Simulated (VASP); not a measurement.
# Se (P3_221) in VASP: further runs, part 2 of 2

VASP 6.6.1. Earlier steps stand in the parts before.

## (4) Single point, PBE

Contents of INCAR:

```
SYSTEM = Se
PREC     = Accurate       ! precision mode
ENCUT    = 400            ! plane-wave cutoff, eV
EDIFF    = 1E-6           ! SCF threshold, eV
ISMEAR   = 0              ! smearing method
SIGMA    = 0.05           ! smearing width, eV
LREAL    = .FALSE.        ! projectors in reciprocal space
LASPH    = .TRUE.         ! aspherical terms in the spheres
NELM     = 100            ! most SCF steps
ALGO     = Normal         ! electronic algorithm
ISIF     = 2              ! what is computed and relaxed
LWAVE    = .FALSE.        ! write WAVECAR
LCHARG   = .FALSE.        ! write CHGCAR
GGA      = PE             ! functional
NBANDS   = 16             ! bands
ADDGRID  = .TRUE.
```

Contents of KPOINTS:

```
Automatic mesh
0
G
  6 6 5
  0 0 0
```

Contents of POSCAR:

```
Se
1.0
    4.3551700000      0.0000000000      0.0000000000
   -2.1775850000      3.7716878578      0.0000000000
    0.0000000000      0.0000000000      4.9494500000
Se
3
Direct
    0.7830000000      0.7830000000      0.5000000000
    0.0000000000      0.2170000000      0.8333333333
    0.2170000000      0.0000000000      0.1666666667
```

Potentials or basis: VASP PAW PBE potentials, release 64 (Se).

Started as:

```bash
$ cat potpaw_PBE.64/Se/POTCAR > POTCAR
$ mpirun -np 1 vasp_std > vasp.out
```

OUTCAR:

```text
SYSTEM = Se
   PREC = Accurate
   ENCUT = 400
   EDIFF = 1E-6
   ISMEAR = 0
   LREAL = .FALSE.
   LASPH = .TRUE.
   NELM = 100
   ISIF = 2
   GGA = PE

 Found     27 irreducible k-points:

 Following reciprocal coordinates:
            Coordinates               Weight
  0.000000  0.000000  0.000000      1.000000
  0.166667  0.000000  0.000000      6.000000
  0.333333  0.000000  0.000000      6.000000
  0.500000  0.000000  0.000000      3.000000
  0.166667  0.166667  0.000000      6.000000
  0.333333  0.166667  0.000000     12.000000
   k-points           NKPTS =     27   k-points in BZ     NKDIM =     27   number of bands    NBANDS=     16
   number of dos      NEDOS =    301   number of ions     NIONS =      3
   total plane-waves  NPLWV =  25088
   dimension x,y,z NGX =    28 NGY =   28 NGZ =   32
   dimension x,y,z NGXF=    56 NGYF=   56 NGZF=   64
   ions per type =               3
   NGX,Y,Z   is equivalent  to a cutoff of  10.69, 10.69, 10.75 a.u.
   NGXF,Y,Z  is equivalent  to a cutoff of  21.38, 21.38, 21.50 a.u.
 SYSTEM =  Se
   PREC   = accura    normal or accurate (medium, high low for compatibility)
   ISTART =      0    job   : 0-new  1-cont  2-samecut
   ICHARG =      2    charge: 1-file 2-atom 10-const
   ISPIN  =      1    spin polarized calculation?
   LNONCOLLINEAR =      F non collinear calculations
   LSORBIT =      F    spin-orbit coupling
   LASPH  =      T    aspherical Exc in radial PAW
   ENCUT  =  400.0 eV  29.40 Ry    5.42 a.u.   7.10  7.10  8.07*2*pi/ulx,y,z
   NELM   =    100;   NELMIN=  2; NELMDL= -5     # of ELM steps
   EDIFF  = 0.1E-05   stopping-criterion for ELM
[... 18 lines left out ...]
     AMIX     =   0.40;   BMIX     =  1.00
     AMIX_MAG =   1.60;   BMIX_MAG =  1.00
  volume/ion in A,a.u.               =      27.10       182.88
  Fermi-wavevector in a.u.,A,eV,Ry     =   0.990375  1.871538 13.345178  0.980843
  Thomas-Fermi vector in A             =   2.122041
   LORBIT       =      0    0 simple, 1 ext, 2 COOP (PROOUT), +10 PAW based schemes
   GGA     = PE    functional components
[... 5 lines left out ...]
 non-spin polarized calculation
 Gauss-broadening in eV      SIGMA  =   0.05
  energy-cutoff  :      400.00
  volume of cell :       81.30
 maximum number of plane-waves:      1492
   NGX = 15   NGY = 15   NGZ = 17

 number of electron      18.0000000 magnetization

 Free energy of the ion-electron system (eV)
  ---------------------------------------------------
  ext. energy  EPLUGINS =         0.00000000
  ---------------------------------------------------
  free energy    TOTEN  =       -10.37020918 eV

  energy without entropy =      -10.37020918  energy(sigma->0) =      -10.37020918

 E-fermi :   2.9018     XC(G=0):  -8.8323

 val. band max:        2.6516039351   @ k =   0.3333   0.1667   0.4000
 cond. band min:       4.0929371508   @ k =   0.3333   0.3333   0.4000
 fundamental gap:      1.4413332157
 Fermi energy:         2.9018463708

 k-point     1 :       0.0000    0.0000    0.0000
  band No.  band energies     occupation
      1     -13.3915      2.00000
      2      -9.0793      2.00000
      3      -9.0793      2.00000
      4      -1.2331      2.00000
      5      -1.2331      2.00000
      6      -1.0292      2.00000
[... 8 lines left out ...]
     15       9.1488      0.00000
     16      11.1155      0.00000

 k-point     2 :       0.1667    0.0000    0.0000
  band No.  band energies     occupation
      1     -13.2954      2.00000
      2      -9.1649      2.00000
      3      -9.0645      2.00000
      4      -1.9233      2.00000
      5      -1.5322      2.00000
      6      -0.8323      2.00000
[... 8 lines left out ...]
     15      10.0413      0.00000
     16      11.0875      0.00000

 k-point     3 :       0.3333    0.0000    0.0000
  band No.  band energies     occupation
      1     -13.0813      2.00000
      2      -9.3790      2.00000
      3      -9.0340      2.00000
      4      -2.4841      2.00000
      5      -1.9227      2.00000
      6      -0.8376      2.00000
[... 8 lines left out ...]
     15      11.2725      0.00000
     16      12.1139      0.00000

 k-point     4 :       0.5000    0.0000    0.0000
  band No.  band energies     occupation
      1     -12.9601      2.00000
      2      -9.5107      2.00000
      3      -9.0184      2.00000
      4      -2.6270      2.00000
      5      -2.0825      2.00000
      6      -0.6966      2.00000
[... 8 lines left out ...]
     15      12.4051      0.00000
     16      12.4683      0.00000

 k-point     5 :       0.1667    0.1667    0.0000
  band No.  band energies     occupation
      1     -13.1385      2.00000
      2      -9.2873      2.00000
      3      -9.0753      2.00000
      4      -2.3084      2.00000
      5      -1.9898      2.00000
      6      -0.6866      2.00000
[... 8 lines left out ...]
     15      10.7906      0.00000
     16      11.4843      0.00000

 k-point     6 :       0.3333    0.1667    0.0000
  band No.  band energies     occupation
      1     -12.9624      2.00000
      2      -9.4258      2.00000
      3      -9.1086      2.00000
      4      -2.5372      2.00000
      5      -2.2237      2.00000
      6      -0.5551      2.00000
[... 8 lines left out ...]
     15      11.7848      0.00000
     16      12.2549      0.00000

 [... further k-points ...]

------------------------ aborting loop because EDIFF is reached ----------------------------------------

  FORCE on cell =-STRESS in cart. coord.  units (eV):
  Direction    XX          YY          ZZ          XY          YZ          ZX
  --------------------------------------------------------------------------------------
  -------------------------------------------------------------------------------------
  Total        2.4002664      2.4002664      3.8440089     -0.0000000      0.0000000      0.0000000
  in kB       47.3012070     47.3012070     75.7525348     -0.0000000      0.0000000      0.0000000
  external PRESSURE =      56.7849829 kB  Pullay stress =       0.0000000 kB

 VOLUME and BASIS-vectors are now :
 -----------------------------------------------------------------------------
  energy-cutoff  :      400.00
  volume of cell :       81.30
      direct lattice vectors                 reciprocal lattice vectors
     4.355170000  0.000000000  0.000000000     0.229612162  0.132566644  0.000000000
    -2.177585000  3.771687858  0.000000000     0.000000000  0.265133287  0.000000000
     0.000000000  0.000000000  4.949450000     0.000000000  0.000000000  0.202042651

 POSITION                                       TOTAL-FORCE (eV/Angst)
 -----------------------------------------------------------------------------------
      1.70505      2.95323      2.47472        -0.594038     -1.028904      0.000000
     -0.47254      0.81846      4.12454        -0.594038      1.028904      0.000000
      0.94507      0.00000      0.82491         1.188076     -0.000000     -0.000000
 -----------------------------------------------------------------------------------
    total drift:                               -0.000000     -0.000000      0.000000

  FREE ENERGIE OF THE ION-ELECTRON SYSTEM (eV)
  ---------------------------------------------------
  free  energy   TOTEN  =       -10.3702091789 eV

  energy  without entropy=      -10.3702091789  energy(sigma->0) =      -10.37020918
```

It took 11 s on 1 thread of Intel Xeon 6975P-C (Granite Rapids), shared host; peak memory 0.22 GiB.

The run converged, but some of its settings lie outside the range that counts as converged, so its numbers aren't taken as properties of the crystal.

Results:

* Free energy: -10.3702 eV
* Pressure: 5.7 GPa
* Largest force: 1.188 eV/Å
* Band gap on the k mesh: 1.44 eV, indirect (least direct gap 1.46 eV)

Caveat: an odd mesh through Γ misses points on the zone boundary, where band edges often lie; forces of over 1 eV/Å show positions far from the minimum, so gaps and moduli don't describe the material at rest.

## (5) Single point, PBE

INCAR, as its differences from that of step 4:

```diff
@@ -7,3 +7,3 @@
 LREAL    = .FALSE.        ! projectors in reciprocal space
-LASPH    = .TRUE.         ! aspherical terms in the spheres
+LASPH    = .FALSE.        ! aspherical terms in the spheres
 NELM     = 100            ! most SCF steps
@@ -15,2 +15,2 @@
 NBANDS   = 16             ! bands
-ADDGRID  = .TRUE.
+ADDGRID  = .FALSE.
```

KPOINTS is that of step 4.

POSCAR is that of step 4.

Potentials or basis: VASP PAW PBE potentials, release 64 (Se).

Started as:

```bash
$ cat potpaw_PBE.64/Se/POTCAR > POTCAR
$ mpirun -np 1 vasp_std > vasp.out
```

OUTCAR:

```text
SYSTEM = Se
   PREC = Accurate
   ENCUT = 400
   EDIFF = 1E-6
   ISMEAR = 0
   LREAL = .FALSE.
   LASPH = .FALSE.
   NELM = 100
   ISIF = 2
   GGA = PE

 Found     27 irreducible k-points:

 Following reciprocal coordinates:
            Coordinates               Weight
  0.000000  0.000000  0.000000      1.000000
  0.166667  0.000000  0.000000      6.000000
  0.333333  0.000000  0.000000      6.000000
  0.500000  0.000000  0.000000      3.000000
  0.166667  0.166667  0.000000      6.000000
  0.333333  0.166667  0.000000     12.000000
[... 194 lines left out ...]
  --------------------------------------------------------------------------------------
  -------------------------------------------------------------------------------------
  Total        2.3945351      2.3945351      3.8532262     -0.0000000      0.0000000      0.0000000
  in kB       47.1882628     47.1882628     75.9341767     -0.0000000      0.0000000      0.0000000
  external PRESSURE =      56.7702341 kB  Pullay stress =       0.0000000 kB

 VOLUME and BASIS-vectors are now :
 -----------------------------------------------------------------------------
  energy-cutoff  :      400.00
  volume of cell :       81.30
      direct lattice vectors                 reciprocal lattice vectors
     4.355170000  0.000000000  0.000000000     0.229612162  0.132566644  0.000000000
    -2.177585000  3.771687858  0.000000000     0.000000000  0.265133287  0.000000000
     0.000000000  0.000000000  4.949450000     0.000000000  0.000000000  0.202042651

 POSITION                                       TOTAL-FORCE (eV/Angst)
 -----------------------------------------------------------------------------------
      1.70505      2.95323      2.47472        -0.595396     -1.031256      0.000000
     -0.47254      0.81846      4.12454        -0.595396      1.031256      0.000000
      0.94507      0.00000      0.82491         1.190792     -0.000000      0.000000
 -----------------------------------------------------------------------------------
    total drift:                                0.000002      0.000004      0.000000

  FREE ENERGIE OF THE ION-ELECTRON SYSTEM (eV)
  ---------------------------------------------------
  free  energy   TOTEN  =       -10.3543544893 eV

  energy  without entropy=      -10.3543544893  energy(sigma->0) =      -10.35435449
```

OSZICAR:

```text
N       E                     dE             d eps       ncg     rms          rms(c)
DAV:   1     0.694708509462E+02    0.69471E+02   -0.63124E+03   864   0.761E+02
DAV:   2    -0.636471939548E+01   -0.75836E+02   -0.72334E+02  1160   0.144E+02
DAV:   3    -0.104275829118E+02   -0.40629E+01   -0.40529E+01  1064   0.374E+01
DAV:   4    -0.104529019614E+02   -0.25319E-01   -0.25316E-01  1136   0.355E+00
DAV:   5    -0.104530874022E+02   -0.18544E-03   -0.18544E-03  1072   0.293E-01    0.760E+00
DAV:   6    -0.103789717795E+02    0.74116E-01   -0.42025E-02  1088   0.125E+00    0.469E+00
DAV:   7    -0.103549781003E+02    0.23994E-01   -0.82455E-02   952   0.172E+00    0.224E-01
DAV:   8    -0.103541732799E+02    0.80482E-03   -0.93439E-03   992   0.594E-01    0.123E-01
DAV:   9    -0.103542998510E+02   -0.12657E-03   -0.38187E-04  1224   0.118E-01    0.385E-02
DAV:  10    -0.103543501276E+02   -0.50277E-04   -0.48929E-05  1000   0.467E-02    0.727E-03
DAV:  11    -0.103543546035E+02   -0.44759E-05   -0.80589E-06  1176   0.170E-02    0.427E-03
DAV:  12    -0.103543544893E+02    0.11421E-06   -0.16393E-06   848   0.832E-03
   1 F= -.10354354E+02 E0= -.10354354E+02  d E =-.343403E-13
```

It took 7.2 s on 1 thread of Intel Xeon 6975P-C (Granite Rapids), shared host; peak memory 0.16 GiB.

These settings aren't checked as converged: the numbers below hold their error.

What came out:

| Item | Value |
| --- | --- |
| Free energy | -10.3544 eV |
| Pressure | 5.7 GPa |
| Largest force | 1.191 eV/Å |
| Band gap on the k mesh | 1.43 eV, indirect (least direct gap 1.45 eV) |

Caveat: an odd mesh through Γ misses points on the zone boundary, where band edges often lie; forces of over 1 eV/Å show positions far from the minimum, so gaps and moduli don't describe the material at rest.

## (6) The reference run

An earlier run on the cell as given: functional PBE; potentials or basis VASP PAW PBE potentials, release 64 (Se); cutoff 520 eV; k mesh 7 × 7 × 6; occupations fermi-dirac, width 0.05 eV; no spin polarisation.

* Pressure: 5.7 GPa
* Largest force: 1.188 eV/Å
* Band gap on the k mesh: 1.16 eV, indirect (least direct gap 1.38 eV)
